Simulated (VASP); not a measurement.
Input of a VASP 6.6.1 run:

File INCAR:

```
  ALGO = Normal
  DIPOL = 0.5 0.5 0.500
  EDIFF = 1E-6
  ENCUT = 900
  GGA = PE
  IDIPOL = 3
  ISIF = 2
  ISMEAR = -1
  LASPH = T
  LCHARG = F
  LDIPOL = T
  LREAL = F
  LWAVE = F
  NELM = 100
  PREC = Accurate
  SIGMA = 0.05
```

KPOINTS

```
k-points
0
Gamma
  9 9 1
```

Contents of POSCAR:

```
C
1.0
    2.4560959400      0.0000000000      0.0000000000
   -1.2280479700      2.1270618200      0.0000000000
    0.0000000000      0.0000000000     25.8049153298
C
8
Direct
    0.5833794600      0.1667589200      0.2906423022
    0.9166205400      0.8332410800      0.2906423022
    0.0833794600      0.1667589200      0.4313770236
    0.4166205400      0.8332410800      0.4313770236
    0.5833794600      0.1667589200      0.5686229764
    0.9166205400      0.8332410800      0.5686229764
    0.0833794600      0.1667589200      0.7093576978
    0.4166205400      0.8332410800      0.7093576978
```

Potentials or basis: VASP PAW PBE potentials, release 64 (C).

Run with:

```sh
$ cat potpaw_PBE.64/C/POTCAR > POTCAR
$ mpirun -np 1 vasp_std > vasp.out
```

(1) What does it give for the largest force?

(2) What does it give for the band gap on the k mesh?

## Answers

(1) 0.027 eV/Å.

(2) 0.08 eV, direct.
